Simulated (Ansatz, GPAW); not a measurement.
# ZnO with PBE in single-zeta orbitals from a Python script

These are simulated results from GPAW 26.7.0, not measurements. The cell was built from a prototype and was relaxed with r2SCAN in plane waves (Ansatz 0.2.0). Not every such cell is a known phase. All runs are without spin polarisation.

The symmetry is Pm-3m (No. 221, cubic); a = 2.646 Å in the conventional setting, 9.26 Å³ an atom. Around Zn lie 8 O at 2.29 Å; around O lie 8 Zn at 2.29 Å.

The basis is minimal: single zeta, one radial function for each shell that the log's basis lists. It describes the filled bands fairly and the empty ones poorly.

Input script:

```python
import json
from ase import Atoms
from gpaw import GPAW, PW, FermiDirac

atoms = Atoms(['Zn', 'O'],
              cell=[[2.64617096, 0.0, 0.0], [0.0, 2.64617096, 0.0], [0.0, 0.0, 2.64617096]],
              scaled_positions=[[0.0, 0.0, 0.0], [0.5, 0.5, 0.5]],
              pbc=True)
calc = GPAW(mode='lcao', basis='sz(dzp)', h=0.2, xc='PBE', kpts={'size': (6, 6, 6), 'gamma': True},
            occupations=FermiDirac(0.02), maxiter=100, legacy_gpaw=True, txt='gpaw.txt')
atoms.calc = calc
res = {'energy': atoms.get_potential_energy(force_consistent=True)}
res['electrons'] = calc.get_number_of_electrons()
res['k'] = calc.get_ibz_k_points().tolist()
res['levels'] = [calc.get_eigenvalues(kpt=i).tolist() for i in range(len(res['k']))]
points = [[0.0, 0.0, 0.0], [0.0, 0.5, 0.0], [0.5, 0.5, 0.0], [0.5, 0.5, 0.5]]
bands = calc.fixed_density(kpts=points, symmetry='off', txt='bands.txt')
res['points'] = [bands.get_eigenvalues(kpt=i).tolist() for i in range(len(points))]
json.dump(res, open('results.json', 'w'))
print('free energy (eV):', round(res['energy'], 5))
```

Command: `python run.py`. It took 13 s on 1 thread of Arm Neoverse V1, with other jobs on the host, peak memory 0.14 GiB.

The log gpaw.txt, trimmed of paths, versions and times, then the last line on the terminal. An iter line gives the energy in eV and the logarithms of the changes of orbitals (plane waves alone) and density (c: converged):

```
___ ___ ___ _ _ _
 |   |   |_  | | | |

 | | | | | . | | | |

 |__ |  _|___|_____|  26.7.0
 |___|_|

Input parameters:
  basis: sz(dzp)
  h: 0.2
  kpts: {gamma: True,
         size: (6, 6, 6)}
  maxiter: 100
  mode: lcao
  occupations: {fixmagmom: False,
                name: fermi-dirac,
                width: 0.02}
  xc: PBE

System changes: positions, numbers, cell, pbc, initial_charges, initial_magmoms

Initialize ...

species:
  Zn:
    name:    Zinc
    Z:       30.0
    valence: 12
    core:    18
    charge:  0.0  # [|e|]
    compensation charges:
      type: gauss
      rc: 0.37  # [Å]
      lmax: 2
    cutoffs:
      filter: 2.14  # [Å]
      core: 2.28  # [Å]
    projectors
    | kind |    occ | energy [eV] | rcut [Å] |

    |------|--------|-------------|----------|

    |   4s |  2.000 |      -5.977 |    1.286 |

    |   4p |  0.000 |      -1.117 |    1.270 |

    |   3d | 10.000 |     -10.142 |    1.180 |

    |    s |        |      21.234 |    1.286 |

    |    p |        |      26.095 |    1.270 |

    |    d |        |      17.070 |    1.180 |

    LCAO basis set for Zn:
      Name: sz(dzp)
      Number of radial functions: 3
      Number of spherical harmonics: 9
        l=0, rc=8.1562 Bohr: 4s-sz confined orbital
        l=1, rc=12.4062 Bohr: 4p-sz confined orbital
        l=2, rc=4.3594 Bohr: 3d-sz confined orbital
      Number of RI-basis functions 0

  O:
    name:    Oxygen
    Z:       8.0
    valence: 6
    core:    2
    charge:  0.0  # [|e|]
    compensation charges:
      type: gauss
      rc: 0.21  # [Å]
      lmax: 2
    cutoffs:
      filter: 1.17  # [Å]
      core: 0.83  # [Å]
    projectors
    | kind |    occ | energy [eV] | rcut [Å] |

    |------|--------|-------------|----------|

    |   2s |  2.000 |     -23.961 |    0.688 |

    |   2p |  4.000 |      -9.029 |    0.598 |

    |    s |        |       3.251 |    0.688 |

    |    p |        |      18.182 |    0.598 |

    |    d |        |       0.000 |    0.619 |

    LCAO basis set for O:
      Name: sz(dzp)
      Number of radial functions: 2
      Number of spherical harmonics: 4
        l=0, rc=4.3438 Bohr: 2s-sz confined orbital
        l=1, rc=5.3906 Bohr: 2p-sz confined orbital
      Number of RI-basis functions 0

Reference energy: -50902.178954  # eV

Spin-paired calculation

Convergence criteria:
 Maximum [total energy] change in last 3 cyles: 0.0005 eV / valence electron
 Maximum integral of absolute [dens]ity change: 0.0001 electrons / valence electron
 Maximum integral of absolute [eigenst]ate change: 4e-08 eV^2 / valence electron
 Maximum number of scf [iter]ations: 100
 (Square brackets indicate name in SCF output, whereas a 'c' in
 the SCF output indicates the quantity has converged.)

Symmetries present (total): 48

  ( 1  0  0)  ( 1  0  0)  ( 1  0  0)  ( 1  0  0)  ( 1  0  0)  ( 1  0  0)
  ( 0  1  0)  ( 0  1  0)  ( 0  0  1)  ( 0  0  1)  ( 0  0 -1)  ( 0  0 -1)
  ( 0  0  1)  ( 0  0 -1)  ( 0  1  0)  ( 0 -1  0)  ( 0  1  0)  ( 0 -1  0)

  ( 1  0  0)  ( 1  0  0)  ( 0  1  0)  ( 0  1  0)  ( 0  1  0)  ( 0  1  0)
  ( 0 -1  0)  ( 0 -1  0)  ( 1  0  0)  ( 1  0  0)  ( 0  0  1)  ( 0  0  1)
  ( 0  0  1)  ( 0  0 -1)  ( 0  0  1)  ( 0  0 -1)  ( 1  0  0)  (-1  0  0)

  ( 0  1  0)  ( 0  1  0)  ( 0  1  0)  ( 0  1  0)  ( 0  0  1)  ( 0  0  1)
  ( 0  0 -1)  ( 0  0 -1)  (-1  0  0)  (-1  0  0)  ( 1  0  0)  ( 1  0  0)
  ( 1  0  0)  (-1  0  0)  ( 0  0  1)  ( 0  0 -1)  ( 0  1  0)  ( 0 -1  0)

  ( 0  0  1)  ( 0  0  1)  ( 0  0  1)  ( 0  0  1)  ( 0  0  1)  ( 0  0  1)
  ( 0  1  0)  ( 0  1  0)  ( 0 -1  0)  ( 0 -1  0)  (-1  0  0)  (-1  0  0)
  ( 1  0  0)  (-1  0  0)  ( 1  0  0)  (-1  0  0)  ( 0  1  0)  ( 0 -1  0)

  ( 0  0 -1)  ( 0  0 -1)  ( 0  0 -1)  ( 0  0 -1)  ( 0  0 -1)  ( 0  0 -1)
  ( 1  0  0)  ( 1  0  0)  ( 0  1  0)  ( 0  1  0)  ( 0 -1  0)  ( 0 -1  0)
  ( 0  1  0)  ( 0 -1  0)  ( 1  0  0)  (-1  0  0)  ( 1  0  0)  (-1  0  0)

  ( 0  0 -1)  ( 0  0 -1)  ( 0 -1  0)  ( 0 -1  0)  ( 0 -1  0)  ( 0 -1  0)
  (-1  0  0)  (-1  0  0)  ( 1  0  0)  ( 1  0  0)  ( 0  0  1)  ( 0  0  1)
  ( 0  1  0)  ( 0 -1  0)  ( 0  0  1)  ( 0  0 -1)  ( 1  0  0)  (-1  0  0)

  ( 0 -1  0)  ( 0 -1  0)  ( 0 -1  0)  ( 0 -1  0)  (-1  0  0)  (-1  0  0)
  ( 0  0 -1)  ( 0  0 -1)  (-1  0  0)  (-1  0  0)  ( 0  1  0)  ( 0  1  0)
  ( 1  0  0)  (-1  0  0)  ( 0  0  1)  ( 0  0 -1)  ( 0  0  1)  ( 0  0 -1)

  (-1  0  0)  (-1  0  0)  (-1  0  0)  (-1  0  0)  (-1  0  0)  (-1  0  0)
  ( 0  0  1)  ( 0  0  1)  ( 0  0 -1)  ( 0  0 -1)  ( 0 -1  0)  ( 0 -1  0)
  ( 0  1  0)  ( 0 -1  0)  ( 0  1  0)  ( 0 -1  0)  ( 0  0  1)  ( 0  0 -1)

216 k-points: 6 x 6 x 6 Monkhorst-Pack grid + [1/12,1/12,1/12]
20 k-points in the irreducible part of the Brillouin zone
       k-points in crystal coordinates                weights
   0:     0.00000000    0.00000000    0.00000000          1/216
   1:     0.16666667    0.00000000    0.00000000          6/216
   2:     0.16666667    0.16666667    0.00000000         12/216
   3:     0.16666667    0.16666667    0.16666667          8/216
   4:     0.33333333    0.00000000    0.00000000          6/216
   5:     0.33333333    0.16666667    0.00000000         24/216
   6:     0.33333333    0.16666667    0.16666667         24/216
   7:     0.33333333    0.33333333    0.00000000         12/216
   8:     0.33333333    0.33333333    0.16666667         24/216
   9:     0.33333333    0.33333333    0.33333333          8/216
          ...
  19:     0.50000000    0.50000000    0.50000000          1/216

Wave functions: LCAO
  Diagonalizer: Serial LAPACK
  Atomic Correction: dense with blas
  Data-type: complex

Occupation numbers: Fermi-Dirac:
  width: 0.0200  # eV

Eigensolver
   LCAO using direct dense diagonalizer

Densities:
  Coarse grid: 12*12*12 grid
  Fine grid: 24*24*24 grid
  Total Charge: 0.000000

Density mixing:
  Method: separate
  Backend: msr1
  Linear mixing parameter: 0.05
  old densities: 10
  Width of damping distribution: 1.1
  Damping of long wavelength oscillations: 20

Hamiltonian:
  XC and Coulomb potentials evaluated on a 24*24*24 grid
  Using the PBE Exchange-Correlation functional
  Interpolation: tri-quintic (5. degree polynomial)
  Poisson solver: FastPoissonSolver using
    Stencil: 6*3+1=19 point O(h^6) finite-difference Laplacian
    FFT axes: [np.int64(0), np.int64(1), np.int64(2)]
    FST axes: []

XC parameters: PBE with 2 nearest neighbor stencil

Memory estimate:
  Process memory now: 110.89 MiB
  Calculator: 8.71 MiB
    Density: 4.85 MiB
      Arrays: 0.34 MiB
      Localized functions: 4.25 MiB
      Mixer: 0.26 MiB
    Hamiltonian: 0.50 MiB
      Arrays: 0.22 MiB
      XC: 0.00 MiB
      Poisson: 0.00 MiB
      vbar: 0.27 MiB
    Wavefunctions: 3.36 MiB
      C [qnM]: 0.05 MiB
      S, T [2 x qmm]: 0.10 MiB
      P [aqMi]: 0.01 MiB
      BasisFunctions: 3.20 MiB
      Eigensolver: 0.00 MiB

Total number of cores used: 1

Number of atoms: 2
Number of atomic orbitals: 13
Number of bands in calculation: 13
Number of valence electrons: 18
Bands to converge: occupied

... initialized

Initializing position-dependent things.

Density initialized from atomic densities
   .------.
  /|      |

 * |      |

 | .-O----.
 |/      /
 Zn-----*
Positions:
   0 Zn     0.000000    0.000000    0.000000    ( 0.0000,  0.0000,  0.0000)
   1 O      1.323085    1.323085    1.323085    ( 0.0000,  0.0000,  0.0000)

Unit cell:
           periodic     x           y           z      points  spacing
  1. axis:    yes    2.646171    0.000000    0.000000    12     0.2205
  2. axis:    yes    0.000000    2.646171    0.000000    12     0.2205
  3. axis:    yes    0.000000    0.000000    2.646171    12     0.2205

  Lengths:   2.646171   2.646171   2.646171
  Angles:   90.000000  90.000000  90.000000

Effective grid spacing dv^(1/3) = 0.2205

iter:   1    -6.845204        c
iter:   2    -6.566803        c -1.08
iter:   3    -5.737518        c -1.13
iter:   4    -5.731693        c -1.86
iter:   5    -5.732781c       c -2.10
iter:   6    -5.732780c       c -3.34
iter:   7    -5.732780c       c -4.35c

Converged after 7 iterations.

Energy contributions relative to reference atoms: (reference = -50902.178954)

Kinetic:        +33.134742
Potential:      -25.955245
External:        +0.000000
XC:             -13.521992
Entropy (-ST):   -0.000599
Local:           +0.610014
SIC:             +0.000000
--------------------------
Free energy:     -5.733080
Extrapolated:    -5.732780

Showing only first 2 kpts
 Kpt  Band  Eigenvalues  Occupancy
  0     7      6.50602    2.00000
  0     8      6.50602    2.00000
  0     9      7.19161    2.00000
  0    10     25.44282    0.00000

  1     7      6.87923    2.00000
  1     8      6.87923    2.00000
  1     9      9.52191    0.00000
  1    10     22.06937    0.00000

Fermi level: 8.06867

No gap
No difference between direct/indirect transitions

free energy (eV): -5.73308
```

The gap in the log is over the mesh alone; results.json adds the listed points. PBE in single-zeta orbitals gives no gap (an overlap of 0.84 eV at the points read). On the same cell, plane-wave PBE (Ansatz, 10×10×10 k points and the special points) gives no gap (an overlap of 0.59 eV at the points read) and r2SCAN no gap (an overlap of 0.04 eV at the points read); on shared hosts these took about 1.5 and 3 core-seconds on the 2-atom cell, against 13 for the script.
